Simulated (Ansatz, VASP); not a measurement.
## Cs in VASP and in Ansatz

```
CELL_PARAMETERS angstrom
0.00000 4.08430 4.08430
4.08430 0.00000 4.08430
4.08430 4.08430 0.00000
ATOMIC_POSITIONS crystal
Cs 0.00000 0.00000 0.00000
```

Alike in both runs: task single point; functional RPBE; k mesh 8 × 8 × 8; occupations fermi-dirac, width 0.1 eV; no spin polarisation.

|  | VASP | Ansatz |
| --- | --- | --- |
| version | VASP 6.6.1 | Ansatz 0.2.0 |
| potentials or method | VASP PAW PBE potentials, release 64 (Cs_sv) | plane waves (420 eV) with PAW, scalar-relativistic |
| plane-wave cutoff (eV) | 520 | 420 |
| valence electrons in the cell | 9 | 9 |

```tsv
	VASP	Ansatz	Ansatz less VASP
pressure (GPa)	0.0	0.0	0.00
```

The functional is the same, so the differences come from potentials, cutoffs and numerics.

Caveats: the PAW data sets were made with another functional, which shifts forces and pressure a little (VASP). Spin-orbit coupling is left out, which matters for the levels of Cs.
